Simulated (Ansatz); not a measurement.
The cell was built from the diamond type and relaxed in the same program, and has space group Fd-3m; it needn't be a known or the stable phase.

Lu: DFT, PBE, all-electron LAPW, scalar-relativistic (Ansatz 0.2.0).

Command: `ansatz run input.yaml --threads 1 --pin off --max-ram 2048MiB --backend cpu --events-out ev --progress --plain --runs-dir out` The run took about 59 s on 1 thread of a shared machine.

```yaml
crystal:
  lattice:
    - [0.0, 3.6932851132, 3.6932851132]
    - [3.6932851132, 0.0, 3.6932851132]
    - [3.6932851132, 3.6932851132, 0.0]
  atoms:
    - { symbol: Lu, position: [0.0, 0.0, 0.0] }
    - { symbol: Lu, position: [0.25, 0.25, 0.25] }
kpoints:
  mp_grid: { grid: [11, 11, 11] }
  band_path:
    path:
      - [0.0, 0.0, 0.0]
      - [0.5, 0.0, 0.5]
      - [0.625, 0.25, 0.625]
      - [0.375, 0.375, 0.75]
      - [0.0, 0.0, 0.0]
      - [0.5, 0.5, 0.5]
      - [0.5, 0.25, 0.75]
      - [0.5, 0.0, 0.5]
    npoints: 8
scf:
  occupations: { method: fermi_dirac, width: 0.03 }
hamiltonian:
  xc: pbe
  pseudopotentials: { kind: all_electron, lapw: { basis_error: 0.0005 } }
output:
  forces: true
  stress: true
  eigenvalues: true
  populations: true
  dos: { projected: true, de: 0.2, e_range: [-14, 8] }
```

Output:

```
Lu: projections on atomic orbitals take those of the free atom 1s2 2s2 2p6 3s2 3p6 3d10 4s2 4p6 4d10 4f14 5s2 5p6 5d1 6s2, of charge +0.00 (hamiltonian.pseudopotentials.projection_atoms)
LAPW: plane waves up to 7.664 Å⁻¹, error target 5.0e-4 eV per atom; small_component_spin mean_spin; Lu in spheres of 1.599 Å, 35 of its electrons in bands, Dirac shells []
Engine: ansatz 0.2.0
Pseudopotentials: kind: all_electron
Pseudopotential: Lu, LAPW, valence charge 35, Koelling and Harmon's equation, gaussian nucleus
Functional definition: PBE
  parameter kappa = 0.804
  parameter beta = 0.06672455060314922
  exchange = pbe_x(kappa = kappa, mu = beta*pi^2/3)
  correlation = pbe_c(beta = beta)
Crystal: 2 atoms, lattice volume = 100.755 Å³
Basis set: ecut = 223.79127985739416 eV, 749 PW (Γ), exchange–correlation at level 2
Bands: 42, of which v1, the nominal top of the filled ones, is band 35 counted from 1 (34 counted from 0)
Symmetry: 48 space group operations
Space group: Fd-3m (ITA 227), of the structure as read, at distance tolerance 4.7e-5 Å
k-points: 56 of 1331
Non-local potential: Lu, projectors of the file, none
Initial density: superposition of atomic densities (chi_scale 0.1, normalization cell)
Initial wavefunctions: plane waves of lowest kinetic energy (no species holds an atomic orbital)
Functional: x = pbe(κ = 0.804, μ = 0.2195149727645171), c = pbe(β = 0.06672455060314922)
iter 1 solved again at ethr=2.16e-4 eV; its pass at ethr=1.00e-1 eV (dr2=1.51e-1 eV) is discarded
SCF iter   1: F=—  HF=-792482.184079 eV  |F-HF|=—  |Δ(HF+E_count)|=         —  Δρ=8.03e-3  dr2=1.51e-1  ethr=2.16e-4  ⟨swp⟩=2.8  Hψ=14682  notcnv=0
preconditioner: auto → LDOS  [metal: Δε(μ)=0.017 eV  Ē_g=12.154 eV  σ=0.030 eV  W_gap=0.14  n_scr=26 (ndim 8)  ℏωp=25.1 eV  f_vac=0.297  D(μ)=4.53/eV (n_scr^D=50)  β→1.0]
iter 2 solved again at ethr=1.09e-5 eV; its pass at ethr=2.16e-4 eV (dr2=7.63e-3 eV) is discarded
SCF iter   2: F=—  HF=-792482.240146 eV  |F-HF|=—  |Δ(HF+E_count)|=   5.61e-2  Δρ=1.87e-3  dr2=7.60e-3  ethr=1.09e-5  ⟨swp⟩=2.0  Hψ=12438  notcnv=0
SCF iter   3: F=—  HF=-792482.114188 eV  |F-HF|=—  |Δ(HF+E_count)|=   1.26e-1  Δρ=2.20e-3  dr2=1.28e-2  ethr=1.09e-5  ⟨swp⟩=3.0  Hψ=8232  notcnv=0
SCF iter   4: F=—  HF=-792482.114196 eV  |F-HF|=—  |Δ(HF+E_count)|=   7.80e-6  Δρ=7.31e-4  dr2=1.67e-3  ethr=1.09e-5  ⟨swp⟩=2.0  Hψ=7221  notcnv=0
SCF iter   5: F=—  HF=-792482.114469 eV  |F-HF|=—  |Δ(HF+E_count)|=   2.73e-4  Δρ=2.20e-4  dr2=1.03e-4  ethr=2.38e-6  ⟨swp⟩=2.8  Hψ=7286  notcnv=0
SCF iter   6: F=—  HF=-792482.114552 eV  |F-HF|=—  |Δ(HF+E_count)|=   8.35e-5  Δρ=4.31e-5  dr2=4.00e-6  ethr=1.47e-7  ⟨swp⟩=3.0  Hψ=7419  notcnv=0
SCF iter   7: F=—  HF=-792482.114554 eV  |F-HF|=—  |Δ(HF+E_count)|=   2.23e-6  Δρ=1.49e-5  dr2=6.76e-7  ethr=5.71e-9  ⟨swp⟩=3.0  Hψ=7412  notcnv=0
SCF iter   8: F=—  HF=-792482.114554 eV  |F-HF|=—  |Δ(HF+E_count)|=   2.85e-8  Δρ=8.04e-6  dr2=2.09e-7  ethr=9.65e-10  ⟨swp⟩=3.0  Hψ=7315  notcnv=0
SCF iter   9: F=-792482.114554 eV  HF=-792482.114554 eV  |F-HF|=4.66e-9  |Δ(HF+E_count)|=   9.31e-9  Δρ=1.88e-6  dr2=6.92e-9  ethr=2.98e-10  ⟨swp⟩=2.0  Hψ=7206  notcnv=0
SCF 1 converged in 9 iterations: F = -792482.114554 eV  dr2 = 6.92e-9
NSCF: frozen V_eff on 57 k-points
SCF converged after 9 iterations
Free energy (F): -792482.114554 eV
Harris-Foulkes:  -792482.114554 eV  (|F-HF|=4.66e-9)
Internal energy: -792482.099118 eV  (E = F + TS)
E sigma→0 (E₀):  -792482.106836 eV
Entropy (-TS):   -0.015437 eV (-7.718 meV/atom)
Fermi energy:    7.437573 eV
--- Per-component energies (eV) ---
  E_band       = -3974.810722
  E_kinetic    = 879015.459516
  E_xc         = -16413.198611
  E_electrostatic = -1655084.360022  (all electrons and nuclei)
  E_smearing   = -0.015437  (= −TS)
  E_closure    = 0.000000  (closes the sum)
  E_atoms      = -792477.111285  (free atoms, spherical and without spin; not in F)
  Σ components = -792482.114554   (vs F -792482.114554, Δ=0.00e0)
  Basis errors (estimates in eV, not in F): energy 2.0e-4 per atom: plane waves 1.9e-4 (1.1e-4 summed), levels above the bands 3.2e-56, relativity 2.0e-8, radial functions 1.2e-5, core shells 1.9e-7; eigenvalues (radial functions only) 4.5e-7; not estimated: angular momenta, meshes, grids; target (lapw.basis_error) 5.0e-4; muffin-tin radii Lu 1.599 Å
--- Forces (eV/Å), atoms counted from 1 ---
  atom   1  Lu     0.00000000    -0.00000000    -0.00000000
  atom   2  Lu     0.00000000     0.00000000    -0.00000000
  max |Σ_I F_I| component: 5.78e-18 eV/Å
--- Stress (GPa, compression-positive) ---
        0.015277       0.000000       0.000000
        0.000000       0.015277       0.000000
        0.000000       0.000000       0.015277
  P = ⅓ Tr σ = 0.0153 GPa (0.153 kbar)
--- Band table (eV; the first three rows and the last of 56) ---
  k-point 0: bands = ["-180.4795", "-180.4795", "-180.4795", "-180.4795", "-180.4788", "-180.4788", "-180.4788", "-180.4788", "-180.4788", "-180.4788", "-49.7900", "-49.7368", "-20.5585", "-20.5585", "-20.5585", "-20.2866", "-20.2866", "-20.2866", "1.4348", "1.4734", "1.4734", "1.4734", "1.4884", "1.4884", "1.4884", "1.5221", "1.5221", "1.5221", "1.5381", "1.5381", "1.5381", "1.5452", "2.9680", "7.7978", "7.7978", "7.8669", "7.8669", "7.8669", "9.2453", "9.2453", "9.2453", "12.2313"]
  k-point 1: bands = ["-180.4795", "-180.4795", "-180.4795", "-180.4795", "-180.4788", "-180.4788", "-180.4788", "-180.4788", "-180.4788", "-180.4788", "-49.7892", "-49.7376", "-20.5608", "-20.5608", "-20.5576", "-20.2879", "-20.2843", "-20.2843", "1.4366", "1.4731", "1.4731", "1.4735", "1.4881", "1.4899", "1.4899", "1.5207", "1.5207", "1.5218", "1.5377", "1.5377", "1.5380", "1.5446", "3.0477", "7.6890", "7.6890", "7.8199", "8.0151", "8.0151", "9.0454", "9.2417", "9.2417", "12.2073"]
  k-point 2: bands = ["-180.4795", "-180.4795", "-180.4795", "-180.4795", "-180.4788", "-180.4788", "-180.4788", "-180.4788", "-180.4788", "-180.4788", "-49.7869", "-49.7399", "-20.5668", "-20.5668", "-20.5552", "-20.2913", "-20.2781", "-20.2781", "1.4411", "1.4729", "1.4729", "1.4738", "1.4873", "1.4932", "1.4932", "1.5174", "1.5174", "1.5211", "1.5363", "1.5363", "1.5378", "1.5429", "3.2808", "7.6120", "7.6120", "7.6847", "8.1780", "8.1780", "8.5639", "9.2648", "9.2648", "12.1237"]
  k-point 55: bands = ["-180.4795", "-180.4795", "-180.4795", "-180.4795", "-180.4788", "-180.4788", "-180.4788", "-180.4788", "-180.4788", "-180.4788", "-49.7659", "-49.7610", "-20.6150", "-20.6090", "-20.4435", "-20.4067", "-20.2360", "-20.2305", "1.4656", "1.4687", "1.4800", "1.4829", "1.4879", "1.4928", "1.5025", "1.5052", "1.5100", "1.5165", "1.5229", "1.5263", "1.5344", "1.5360", "5.6640", "6.1299", "6.8654", "6.9883", "8.2925", "8.4172", "8.5914", "8.9145", "10.4215", "10.8500"]
--- Löwdin populations: 2 sites ---
  site symbol       q [e]
     0     Lu     70.9308
     1     Lu     70.9308
  spilling = 0.000975 (of n_electrons = 142.000000)
```

populations.tsv:

```
# site	symbol	l	j	q
# orbitals = lowdin
# n_electrons = 142.000000
# spilling = 0.000975
# projection_atom_Lu: 1s2 2s2 2p6 3s2 3p6 3d10 4s2 4p6 4d10 4f14 5s2 5p6 5d1 6s2
0	Lu	0_1S	-	2.000000
0	Lu	0_2S	-	1.999984
0	Lu	0_3S	-	1.999801
0	Lu	0_4S	-	1.997959
0	Lu	0_5S	-	1.966909
0	Lu	0_6S	-	1.242526
0	Lu	1_2P	-	6.000000
0	Lu	1_3P	-	5.999997
0	Lu	1_4P	-	5.999826
0	Lu	1_5P	-	5.970594
0	Lu	2_3D	-	10.000000
0	Lu	2_4D	-	9.999972
0	Lu	2_5D	-	1.758689
0	Lu	3_4F	-	13.994498
1	Lu	0_1S	-	2.000000
1	Lu	0_2S	-	1.999984
1	Lu	0_3S	-	1.999801
1	Lu	0_4S	-	1.997959
1	Lu	0_5S	-	1.966909
1	Lu	0_6S	-	1.242526
1	Lu	1_2P	-	6.000000
1	Lu	1_3P	-	5.999997
1	Lu	1_4P	-	5.999826
1	Lu	1_5P	-	5.970594
1	Lu	2_3D	-	10.000000
1	Lu	2_4D	-	9.999972
1	Lu	2_5D	-	1.758689
1	Lu	3_4F	-	13.994498
```
